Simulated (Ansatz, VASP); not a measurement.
SrO in VASP and in Ansatz

```xyz
2
Lattice="0.0000 2.5613 2.5613 2.5613 0.0000 2.5613 2.5613 2.5613 0.0000" Properties=species:S:1:pos:R:3 pbc="T T T"
Sr    0.0000    0.0000    0.0000
O     2.5613    2.5613    2.5613
```

Alike in both runs: functional PBEsol; k mesh 6 × 6 × 6; occupations gaussian, width 0.02 eV; no spin polarisation.

Ansatz relaxed the structure, and its values are those at the end. VASP's run is a single point on that final structure, the one shown.

```csv
,VASP,Ansatz
version,VASP 6.6.1,Ansatz 0.2.0
potentials or method,"VASP PAW PBE potentials, release 64 (Sr_sv, O)","scalar-relativistic, plane waves, PAW"
plane-wave cutoff (eV),520,420
valence electrons in the cell,16,16
```

```csv
,VASP,Ansatz,Ansatz less VASP
gap on the k mesh at the Fermi level (eV),3.15,3.20,+0.050
least direct gap on the mesh (eV),3.23,3.27,+0.039
pressure (GPa),0.6,0.0,-0.62
```

The functional is the same, so the differences come from potentials, cutoffs and numerics. Ansatz warned: «pseudo_functional_mismatch».

Caveats: the PAW data sets were made with another functional, which shifts forces and pressure a little (VASP). A k mesh can miss the band edges.
